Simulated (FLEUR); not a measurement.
Crystal: LiF (Griceite).

```
F Li
1.0
     0.00000    2.01400    2.01400
     2.01400    0.00000    2.01400
     2.01400    2.01400    0.00000
F Li
1 1
Cartesian
  2.0140 2.0140 2.0140
  0.0000 0.0000 0.0000
```

Base run:

* Program: FLEUR MaX-R8.1 (later development tree)
* Functional: r2SCAN
* Potentials or basis: all-electron
* Basis: FLAPW
* Kmax: 4.1 1/bohr
* k mesh: 11 × 11 × 11
* Occupations: fermi-dirac, width 0.05 eV
* Spin: no spin polarisation

Its results: band gap on the k mesh 10.06 eV, direct.

Q: The run is repeated on the same cell with these changes: functional from r2SCAN to PBEsol. What comes out?

A: Band gap on the k mesh 8.89 eV, direct.

r2SCAN gives the wider gap, since meta-GGAs in the generalised Kohn-Sham scheme recover part of the derivative discontinuity.

Caveats: the meta-GGA is that of a development version, with a GGA for the radial functions and cores and without core tails (some runs).

Not every run made on this cell is shown here.
